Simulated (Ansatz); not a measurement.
# HfO2 (Pnma) in Ansatz: settings compared, part 2 of 2

Ansatz 0.2.0. Earlier steps stand in the parts before.

## (3) Relaxation of cell and atoms, PBEsol+U

input.yaml reads:

```yaml
crystal:
  lattice:
    - [5.556395, 0.0, 0.0]
    - [0.0, 3.333597, 0.0]
    - [0.0, 0.0, 6.504995]
  atoms:
    - { symbol: Hf, position: [0.748682, 0.75, 0.607871] }
    - { symbol: Hf, position: [0.251318, 0.25, 0.392129] }
    - { symbol: Hf, position: [0.248682, 0.75, 0.892129] }
    - { symbol: Hf, position: [0.751318, 0.25, 0.107871] }
    - { symbol: O, position: [0.639499, 0.25, 0.4234] }
    - { symbol: O, position: [0.360501, 0.75, 0.5766] }
    - { symbol: O, position: [0.139499, 0.25, 0.0766] }
    - { symbol: O, position: [0.860501, 0.75, 0.9234] }
    - { symbol: O, position: [0.520794, 0.25, 0.841453] }
    - { symbol: O, position: [0.479206, 0.75, 0.158547] }
    - { symbol: O, position: [0.020794, 0.25, 0.658547] }
    - { symbol: O, position: [0.979206, 0.75, 0.341453] }
hamiltonian:
  xc: pbesol
  pseudopotentials: { kind: paw }
  hubbard: { sites: [{ species: Hf, l: d, u_eff: 1.0 }] }
kpoints:
  mp_grid: { grid: [5, 8, 4] }
scf:
  occupations: { method: fermi_dirac, width: 0.05 }
output:
  forces: true
  stress: true
  eigenvalues: true
relax:
  f_tol: 0.01
  max_steps: 40
  cell: { stress_tol: 0.05 }
```

Potentials or basis: Ansatz PAW.

Run with:

```console
$ ansatz run input.yaml --threads 4 --pin off --max-ram 11264MiB --backend cpu --events-out ev --progress --plain --runs-dir out
```

Wall time 1.8 min (4 threads of Arm Neoverse V1, shared host); peak memory 1 GiB.

The run converged. Its results:

```
Free energy                            : -66896.5861 eV
Relaxed volume                         : 9.85 Å³/atom
Relaxed cell                           : a = 5.534 Å, b = 3.304 Å, c = 6.466 Å, α = 90.00°, β = 90.00°, γ = 90.00°
Space group after relaxing (to 0.05 Å) : Pnma (No. 62)
Energy gained by relaxing              : 2.6 meV/atom
Ionic steps                            : 9
Pressure after relaxing                : 0.0 GPa
Band gap on the k mesh                 : 3.43 eV, direct
```

Step by step:
```csv
step,energy change (eV),largest force (eV/Å),volume (Å³)
1,0.0000,0.0080,120.49
2,-0.0380,0.1676,117.93
3,-0.0404,0.0626,118.46
4,-0.0426,0.0480,118.29
5,-0.0431,0.0155,118.34
6,-0.0434,0.0033,118.32
7,-0.0309,0.0034,118.32
8,-0.0315,0.0005,118.23
9,-0.0311,0.0006,118.23
```

Final structure:
```
CELL_PARAMETERS angstrom
5.53422 0.00000 0.00000
0.00000 3.30394 0.00000
0.00000 0.00000 6.46594
ATOMIC_POSITIONS crystal
Hf 0.74738 0.75000 0.61031
Hf 0.25262 0.25000 0.38969
Hf 0.24738 0.75000 0.88969
Hf 0.75262 0.25000 0.11031
O 0.64021 0.25000 0.42497
O 0.35979 0.75000 0.57503
O 0.14021 0.25000 0.07503
O 0.85979 0.75000 0.92497
O 0.52288 0.25000 0.83973
O 0.47712 0.75000 0.16027
O 0.02288 0.25000 0.66027
O 0.97712 0.75000 0.33973
```

Levels at points of the mesh, in eV from the valence-band top:
```
             k point  band 72  band 73  band 74  band 75  band 76  band 77  band 78  band 79  band 80  band 81
  (0.00, 0.00, 0.00)    -0.84    -0.84    -0.29    -0.06     0.00     3.43     4.48     4.49     5.14     5.59
 (0.00, 0.00, -0.50)    -1.36    -0.57    -0.57    -0.37    -0.37     4.35     4.35     5.05     5.05     5.37
 (0.00, -0.50, 0.00)    -1.57    -0.88    -0.88    -0.67    -0.67     5.33     5.33     6.14     6.14     6.26
(0.00, -0.50, -0.50)    -1.10    -0.96    -0.96    -0.79    -0.79     5.30     5.30     6.36     6.36     6.41
```

Eigenvalues of the final occupation matrices:
```csv
site,spin,trace,eigenvalues
site 1,1,1.11,0.19 0.20 0.23 0.24 0.25
site 2,1,1.11,0.19 0.20 0.23 0.24 0.25
site 3,1,1.11,0.19 0.20 0.23 0.24 0.25
site 4,1,1.11,0.19 0.20 0.23 0.24 0.25
```

Caveat: odd divisions of the mesh miss points on the zone boundary, where band edges often lie, so the gap on the mesh can be too wide; the plane-wave basis is chosen anew once the cell has moved, so the energies of steps on either side of that aren't comparable; the pressure holds a Pulay correction of +1.0 GPa for the finite cutoff; spin-orbit coupling is left out, which moves the levels of the heavy elements; the PAW data sets come from PBE, with cores solved anew for the run's functional, which leaves a small shift of forces and pressure.

## (4) Single point, PBE

input.yaml: that of step 3 with these lines changed.

```diff
@@ -19,5 +19,4 @@
 hamiltonian:
-  xc: pbesol
+  xc: pbe
   pseudopotentials: { kind: paw }
-  hubbard: { sites: [{ species: Hf, l: d, u_eff: 1.0 }] }
 kpoints:
@@ -26,2 +25,4 @@
   occupations: { method: fermi_dirac, width: 0.05 }
+basis:
+  ecutwfc: "500 eV"
 output:
@@ -30,5 +31 @@
   eigenvalues: true
-relax:
-  f_tol: 0.01
-  max_steps: 40
-  cell: { stress_tol: 0.05 }
```

Potentials or basis: Ansatz PAW.

Run with:

```console
$ ansatz run input.yaml --threads 4 --pin off --max-ram 11264MiB --backend cpu --events-out ev --progress --plain --runs-dir out
```

Output:

```text
[... 79 lines left out ...]
  k-point 2: bands = ["-43.2849", "-43.2849", "-43.2686", "-43.2686", "-12.2580", "-12.2580", "-12.0828", "-12.0828", "-12.0116", "-12.0116", "-11.8786", "-11.8786", "-11.8454", "-11.8454", "-11.8094", "-11.8094", "-0.6868", "-0.6868", "0.5807", "0.5807", "1.2032", "1.2032", "1.3031", "1.3031", "6.7929", "6.7929", "6.8126", "6.8126", "6.8205", "6.8205", "6.8252", "6.8252", "6.8260", "6.8260", "6.8295", "6.8295", "6.8295", "6.8295", "6.8390", "6.8390", "6.8420", "6.8420", "6.8498", "6.8498", "6.8591", "6.8591", "6.8624", "6.8624", "6.8630", "6.8630", "6.9108", "6.9108", "12.0081", "12.0081", "12.5358", "12.5358", "13.5406", "13.5406", "13.6120", "13.6120", "14.0602", "14.0602", "14.5479", "14.5479", "14.8320", "14.8320", "15.5081", "15.5081", "15.8411", "15.8411", "16.1396", "16.1396", "16.8734", "16.8734", "17.0343", "17.0343", "21.7307", "21.7307", "22.4738", "22.4738", "22.7216", "22.7216", "22.8295", "22.8295", "24.3426", "24.3426", "24.4781", "24.4781"]
  k-point 44: bands = ["-43.2668", "-43.2668", "-43.2634", "-43.2634", "-12.3497", "-12.3497", "-12.3066", "-12.3066", "-11.9907", "-11.9907", "-11.9877", "-11.9877", "-11.8997", "-11.8997", "-11.8705", "-11.8705", "0.3467", "0.3467", "0.4265", "0.4265", "1.0293", "1.0293", "1.0332", "1.0332", "6.8035", "6.8035", "6.8042", "6.8042", "6.8247", "6.8247", "6.8260", "6.8260", "6.8290", "6.8290", "6.8344", "6.8344", "6.8386", "6.8386", "6.8422", "6.8422", "6.8472", "6.8472", "6.8499", "6.8499", "6.8593", "6.8593", "6.8665", "6.8665", "6.8731", "6.8731", "6.8750", "6.8750", "11.9676", "11.9676", "12.1434", "12.1434", "12.9225", "12.9225", "13.0036", "13.0036", "14.0325", "14.0325", "14.5311", "14.5311", "15.7863", "15.7863", "15.8305", "15.8305", "16.1300", "16.1300", "16.2234", "16.2234", "16.6576", "16.6576", "16.7274", "16.7274", "23.0097", "23.0097", "23.4824", "23.4824", "23.6478", "23.6478", "23.8262", "23.8262", "24.6757", "24.6757", "25.0163", "25.0163"]
```

Wall time 12 s (4 threads of Arm Neoverse V1, shared host); peak memory 0.88 GiB.

Results:

- Free energy: -67445.1184 eV
- Pressure: 3.2 GPa
- Largest force: 0.058 eV/Å
- Band gap on the k mesh: 3.46 eV, direct

Forces on the atoms (eV/Å):
```
Hf   0.006  0.000  0.058
Hf  -0.006  0.000 -0.058
Hf   0.006  0.000 -0.058
Hf  -0.006  0.000  0.058
O    0.007  0.000 -0.012
O   -0.007  0.000  0.012
O    0.007  0.000  0.012
O   -0.007  0.000 -0.012
O    0.013  0.000 -0.057
O   -0.013  0.000  0.057
O    0.013  0.000  0.057
O   -0.013  0.000 -0.057
```

Levels at points of the mesh, in eV from the valence-band top:
| k point | band 74 | band 75 | band 76 | band 77 | band 78 | band 79 |
| --- | --- | --- | --- | --- | --- | --- |
| (0.00, 0.00, 0.00) | -0.33 | -0.05 | 0.00 | 3.46 | 4.37 | 4.47 |
| (0.00, 0.00, -0.50) | -0.55 | -0.39 | -0.39 | 4.31 | 4.31 | 5.05 |
| (0.00, -0.50, 0.00) | -0.77 | -0.68 | -0.68 | 5.17 | 5.17 | 5.98 |
| (0.00, -0.50, -0.50) | -0.88 | -0.77 | -0.77 | 5.12 | 5.12 | 6.20 |

Caveat: odd divisions of the mesh miss points on the zone boundary, where band edges often lie, so the gap on the mesh can be too wide; spin-orbit coupling is left out, which moves the levels of the heavy elements.

## (5) Summary

```csv
task,level,U,cell,cutoff (eV),hubbard projectors,double counting,gap on the mesh (eV),pressure (GPa),relaxed volume (Å³/atom)
relaxation of cell and atoms,PBE+D4,-,relaxed,420,-,-,3.43,0.0,10.01
relaxation of cell and atoms,PBEsol+U,Hf d U = 1 eV,relaxed,420,ortho-atomic (the default),fll (the default),3.43,0.0,9.85
single point,PBE,-,as given,500,-,-,3.46,3.2,-
```

Alike in all rows: potentials or basis Ansatz PAW; no spin polarisation; k mesh 5 × 8 × 4; smearing fermi-dirac 0.05 eV.

Caveats: odd divisions of the mesh miss points on the zone boundary, where band edges often lie, so the gap on the mesh can be too wide; spin-orbit coupling is left out, which moves the levels of the heavy elements; the plane-wave basis is chosen anew once the cell has moved, so the energies of steps on either side of that aren't comparable (some runs); the PAW data sets come from PBE, with cores solved anew for the run's functional, which leaves a small shift of forces and pressure (some runs).

Total energies depend on the potentials used, so only differences within one code and one set of settings carry meaning.
